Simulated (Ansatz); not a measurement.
Cu in Ansatz: the effect of functional

Cu:

```xyz
2
Lattice="1.2265 -4.0027 0.0000 1.2265 4.0027 0.0000 0.0000 0.0000 2.4919" Properties=species:S:1:pos:R:3 pbc="T T T"
Cu    1.2265   -2.9311    1.8689
Cu    1.2265    2.9311    0.6230
```

This isn't the form of Cu at room conditions, which is fcc.

The cell isn't the ideal one: volume scaled by 1.02.

Alike in all runs:

| Item | Value |
| --- | --- |
| Program | Ansatz 0.2.0 |
| Task | single point |
| Potentials or basis | Ansatz PAW |
| k mesh | 11 × 11 × 11 |
| Occupations | fermi-dirac, width 0.05 eV |
| Spin | no spin polarisation |

| functional | cutoff | pressure (GPa) | largest force (eV/Å) |
| --- | --- | --- | --- |
| LDA | 420 eV (not typed: the program's choice for these potentials) | ? | ? |
| PBEsol | 420 eV (not typed: the program's choice for these potentials) | -4.3 | 0.03 |
| r2SCAN | 500 eV (not typed: the program's choice for these potentials) | -2.6 | 0.02 |

Question: What does the run with functional LDA give?

Answer: Pressure -10.1 GPa; largest force 0.07 eV/Å.

Caveats: the PAW data sets come from PBE, with cores solved anew for the run's functional, which leaves a small shift of forces and pressure.
